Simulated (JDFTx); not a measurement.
Crystal: Ag.

```
Ag
1.0
     2.93000    0.00000    0.00000
    -1.46500    2.53745    0.00000
     0.00000    0.00000    4.79000
Ag
2
Direct
  0.66667 0.33333 0.75000
  0.33333 0.66667 0.25000
```

This isn't the form of Ag at room conditions, which is fcc.

- Program: JDFTx 1.7.0 (patched build)
- Task: single point
- Functional: PBEsol
- Potentials or basis: PseudoDojo-SR-PBEsol-0.4.1-standard with smoothed tails
- Cutoff: 1116 eV
- Density cutoff: 8925 eV
- k mesh: 10 × 10 × 6
- Occupations: fermi-dirac, width 0.05 eV
- Spin: no spin polarisation

On this cell: pressure -6.3 GPa; largest force under 0.003 eV/Å; band gap on the k mesh none (metal or under the smearing width).

The same run follows on a disturbed copy (atoms moved at random, drawn with an rms of 0.05 Å):

```
Ag
1.0
     2.93000    0.00000    0.00000
    -1.46500    2.53745    0.00000
     0.00000    0.00000    4.79000
Ag
2
Direct
  0.68483 0.35008 0.74689
  0.33791 0.67266 0.25057
```

Q: What does the disturbed cell give?

A: The energy (extrapolated to zero smearing) moves by +0.6 meV/atom; pressure -6.3 GPa; largest force 0.084 eV/Å; band gap on the k mesh none (metal or under the smearing width).

Forces on the atoms (eV/Å):
```
Ag  -0.021 -0.021  0.079
Ag   0.021  0.021 -0.079
```

Stress tensor (GPa, compression positive):
```
-5.96  0.13 -0.02
 0.13 -6.24 -0.02
-0.02 -0.02 -6.68
```
